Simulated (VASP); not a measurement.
A run of VASP 6.6.1:

File INCAR:

```
SYSTEM = Ag
ALGO = Fast ; EDIFF = 1E-6
ENCUT = 520 ; GGA = PS
ISIF = 2 ; ISMEAR = 0
LASPH = .TRUE. ; LCHARG = .FALSE.
LREAL = .FALSE. ; LWAVE = .FALSE.
NBANDS = 18 ; NELM = 100
PREC = Accurate ; SIGMA = 0.1
```

Contents of KPOINTS:

```
k-points
0
G
  14 14 8
  0 0 0
```

The input POSCAR:

```
Ag
1.0
    2.9486789559     -0.0191151419     -0.0282775300
   -0.0327152015      2.9181415885     -0.0107481858
   -1.2331274363     -1.2378185041      5.0814651347
Ag
2
Direct
    0.3619400854      0.3318950546      0.7245030677
    0.6380599146      0.6681049454      0.2754969323
```

Potentials or basis: VASP PAW PBE potentials, release 64 (Ag).

Command:

```bash
$ cat potpaw_PBE.64/Ag/POTCAR > POTCAR
$ mpirun -np 1 vasp_std > vasp.out
```

Hardware: 1 thread of Intel(R) Xeon(R) Platinum 8259CL CPU @ 2.50GHz (Skylake/Cascade Lake), with other jobs on the host.

Task: How long does it take, and how much memory?

Result: It took 4.3 min on 1 thread of Intel(R) Xeon(R) Platinum 8259CL CPU @ 2.50GHz (Skylake/Cascade Lake), on a shared host, peak memory 0.57 GiB. Counts: scf iterations 12, k points 788.
